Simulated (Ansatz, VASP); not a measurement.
## Two plane-wave programs on H

```
H
1.0
    -1.85487    1.85487    2.28556
     1.85487   -1.85487    2.28556
     1.85487    1.85487   -2.28556
H
2
Direct
  0.91789 0.91789 0.00000
  0.08211 0.08211 0.00000
```

Alike in both runs: functional PBE; k mesh 10 × 10 × 10; occupations gaussian, width 0.02 eV; no spin polarisation.

Ansatz relaxed the structure, and its values are those at the end. VASP's run is a single point on that final structure, the one shown.

```csv
,VASP,Ansatz
version,VASP 6.6.1,Ansatz 0.2.0
potentials or method,"VASP PAW PBE potentials, release 64 (H)","scalar-relativistic, plane waves, PAW"
plane-wave cutoff (eV),520,420
valence electrons in the cell,2,2
```

VASP gave:

| Item | Value |
| --- | --- |
| gap on the k mesh at the Fermi level (eV) | 9.27 |
| least direct gap on the mesh (eV) | 9.75 |
| pressure (GPa) | -0.2 |
| rms of the force components (eV/Å) | 0.006 |

Task: Estimate Ansatz's values.

Result: gap on the k mesh at the Fermi level (eV): 9.27; least direct gap on the mesh (eV): 9.75; pressure (GPa): 0.0; rms of the force components (eV/Å): 0.001.

A k mesh can miss the band edges. As with any semilocal functional, this PBE gap is likely too small.
